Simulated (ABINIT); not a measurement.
Here is an ABINIT 10.8.3 (patched build) calculation.

The input run.abi:

```
# Datasets: ground state, then fixed potential
ndtset 2

# Pseudopotentials
pp_dirpath "./"
pseudos "Ge.LDA_PW-JTH.xml, Fe.LDA_PW-JTH.xml"

# Structure
acell 4.9976023358 4.9976023358 4.11576135 Angstrom
rprim
     1.0000000000     0.0000000000     0.0000000000
    -0.5000000000     0.8660254038     0.0000000000
     0.0000000000     0.0000000000     1.0000000000
ntypat 2
znucl 32 26
natom 6
typat 1 1 1 2 2 2
xred
     0.6666666667     0.3333333333     0.5000000000
     0.3333333333     0.6666666667     0.5000000000
     0.0000000000     0.0000000000     0.0000000000
     0.0000000000     0.5000000000     0.0000000000
     0.5000000000     0.5000000000     0.0000000000
     0.5000000000     0.0000000000     0.0000000000

# Plane-wave basis
ecut 26.0
pawecutdg 48.0

# Exchange and correlation
ixc 7

# Bands and occupations
occopt 3
tsmear 0.05 eV

# Spin
nsppol 2
spinat
     0.0000000000     0.0000000000     0.0000000000
     0.0000000000     0.0000000000     0.0000000000
     0.0000000000     0.0000000000     0.0000000000
     0.0000000000     0.0000000000     3.0000000000
     0.0000000000     0.0000000000     3.0000000000
     0.0000000000     0.0000000000     3.0000000000

# SCF cycle
nstep 100

# Output
iomode 3
prtwf 0
prteig 0
prtebands 0
prtden1 1

# Dataset 1
kptopt1 1
ngkpt1 4 4 5
nshiftk1 1
shiftk1 0.0 0.0 0.0
nband1 57
tolvrs1 1.0e-9

# Dataset 2: bands along G-M-K-G-A-L-H-A
iscf2 -2
getden2 1
nband2 63
nbdbuf2 4
tolwfr2 1.0e-11
kptopt2 -7
ndivsm2 8
prteig2 1
kptbounds2
     0.0000000000     0.0000000000     0.0000000000
     0.5000000000     0.0000000000     0.0000000000
     0.3333333333     0.3333333333     0.0000000000
     0.0000000000     0.0000000000     0.0000000000
     0.0000000000     0.0000000000     0.5000000000
     0.5000000000     0.0000000000     0.5000000000
     0.3333333333     0.3333333333     0.5000000000
     0.0000000000     0.0000000000     0.5000000000
```

Potentials or basis: JTH PAW LDA v2.0.

The run is started by

```bash
$ mpirun --bind-to none -np 4 abinit run.abi > log 2>&1
```

Q: Estimate the band gap on the k mesh.

A: None (metal or under the smearing width).

Q: Predict the pressure.

A: -15.2 GPa.

Q: What does it give for the site moments?

A: Ge -0.06, -0.08; Fe +1.30 μB.

Levels at the corners of the path, in eV from the Fermi level:
Spin up:
```
point  band 45  band 46  band 47  band 48  band 49  band 50
    Γ    -1.00    -1.00    -0.12     0.32     1.31     1.31
    M    -1.01     0.56     0.57     0.89     1.46     1.69
    K    -0.83     0.63     0.84     0.84     1.49     1.49
    Γ    -1.00    -1.00    -0.12     0.32     1.31     1.31
    A    -1.16    -1.08    -1.08    -1.08    -0.42    -0.07
    L    -1.09    -1.07    -1.03    -0.84     0.10     1.16
    H    -1.33    -1.33    -1.09    -0.78     1.14     2.64
    A    -1.16    -1.08    -1.08    -1.08    -0.42    -0.07
```
Spin down:
| point | band 40 | band 41 | band 42 | band 43 | band 44 | band 45 | band 46 | band 47 |
| --- | --- | --- | --- | --- | --- | --- | --- | --- |
| Γ | -1.48 | -1.48 | 0.15 | 0.15 | 0.29 | 0.38 | 0.38 | 0.88 |
| M | -1.49 | -0.83 | -0.48 | -0.42 | 0.17 | 0.36 | 1.32 | 1.36 |
| K | -0.91 | -0.91 | -0.57 | -0.57 | 0.03 | 0.59 | 1.36 | 1.44 |
| Γ | -1.48 | -1.48 | 0.15 | 0.15 | 0.29 | 0.38 | 0.38 | 0.88 |
| A | -1.77 | -1.77 | -0.55 | -0.55 | -0.52 | 0.21 | 0.21 | 0.24 |
| L | -1.04 | -1.03 | -0.94 | -0.57 | -0.49 | -0.03 | 0.18 | 0.28 |
| H | -1.26 | -0.58 | -0.51 | -0.51 | -0.35 | -0.28 | -0.09 | -0.09 |
| A | -1.77 | -1.77 | -0.55 | -0.55 | -0.52 | 0.21 | 0.21 | 0.24 |

Caveat: the k mesh is coarse (spacing up to 0.36 Å⁻¹), so the values aren't converged.
